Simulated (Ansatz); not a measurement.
# CsI (Pm-3m): G0W0 against its settings

A 2-atom cell of CsI started from a crystallographic database, relaxed with r2SCAN; one-shot G0W0 in Ansatz without spin-orbit coupling. Spin-unpolarised throughout; all numbers are computed.

Space group Pm-3m (No. 221). a = 4.608 Å, b = 4.608 Å, c = 4.608 Å, α = 90.00°, β = 90.00°, γ = 90.00°
```csv
atom,site,symmetry,x,y,z
Cs,1a,m-3m,0.0000,0.0000,0.0000
I,1b,m-3m,0.5000,0.5000,0.5000
```

Gaps are read over the mesh points alone. G0W0 values are finite-basis, finite-mesh values.
```json
{"start": "PBE", "potentials": "PAW", "frequency model": "contour deformation", "mesh": "4×4×4", "empty bands": "368", "screening cutoff (eV)": "140", "Kohn-Sham gap (eV)": "3.80", "G0W0 gap (eV)": "5.74", "rough cost": "4 core-minutes"}
{"start": "PBE", "potentials": "PAW", "frequency model": "contour deformation", "mesh": "4×4×4", "empty bands": "676", "screening cutoff (eV)": "210", "Kohn-Sham gap (eV)": "3.80", "G0W0 gap (eV)": "5.78", "rough cost": "21 core-minutes"}
{"start": "HSE06", "potentials": "PAW", "frequency model": "contour deformation", "mesh": "4×4×4", "empty bands": "368", "screening cutoff (eV)": "140", "Kohn-Sham gap (eV)": "4.79", "G0W0 gap (eV)": "6.20", "rough cost": "11 core-minutes"}
{"start": "LDA", "potentials": "PAW", "frequency model": "contour deformation", "mesh": "4×4×4", "empty bands": "368", "screening cutoff (eV)": "140", "Kohn-Sham gap (eV)": "3.44", "G0W0 gap (eV)": "5.57", "rough cost": "4 core-minutes"}
{"start": "r2SCAN", "potentials": "PAW", "frequency model": "contour deformation", "mesh": "4×4×4", "empty bands": "368", "screening cutoff (eV)": "140", "Kohn-Sham gap (eV)": "4.52", "G0W0 gap (eV)": "6.09", "rough cost": "4 core-minutes"}
{"start": "PBE", "potentials": "PAW", "frequency model": "Godby-Needs pole", "mesh": "4×4×4", "empty bands": "368", "screening cutoff (eV)": "140", "Kohn-Sham gap (eV)": "3.80", "G0W0 gap (eV)": "5.72", "rough cost": "6 core-minutes"}
{"start": "PBE", "potentials": "PAW", "frequency model": "contour deformation", "mesh": "4×4×4", "empty bands": "158", "screening cutoff (eV)": "80", "Kohn-Sham gap (eV)": "3.80", "G0W0 gap (eV)": "5.60", "rough cost": "50 core-seconds"}
{"start": "PBE", "potentials": "norm-conserving", "frequency model": "contour deformation", "mesh": "4×4×4", "empty bands": "368", "screening cutoff (eV)": "140", "Kohn-Sham gap (eV)": "3.80", "G0W0 gap (eV)": "5.62", "rough cost": "6 core-minutes"}
```

G0W0 moves the gap on the mesh from 3.80 eV (PBE) to 5.78 eV (M to Γ). Renormalisation factors Z lie between 0.79 and 0.84.

Raising bands and cutoff together moves the gap by +0.14 eV (80 to 140 eV), then +0.04 eV (140 to 210 eV); the last step is still large, so the basis limit isn't reached. Starting from HSE06 (4.79 eV against PBE's 3.80 eV) gives 6.20 eV, +0.46 eV from G0W0@PBE at the same screening cutoff. Starting from LDA (3.44 eV against PBE's 3.80 eV) gives 5.57 eV, -0.17 eV from G0W0@PBE at the same screening cutoff. Starting from r2SCAN (4.52 eV against PBE's 3.80 eV) gives 6.09 eV, +0.35 eV from G0W0@PBE at the same screening cutoff. The Godby-Needs plasmon pole differs from contour deformation by -0.02 eV. Norm-conserving potentials (wave cutoff 952 eV against 420 eV) shift the quasiparticle gap by -0.12 eV and the PBE gap by 0.00 eV. r2SCAN runs take a wave cutoff of 500 eV.
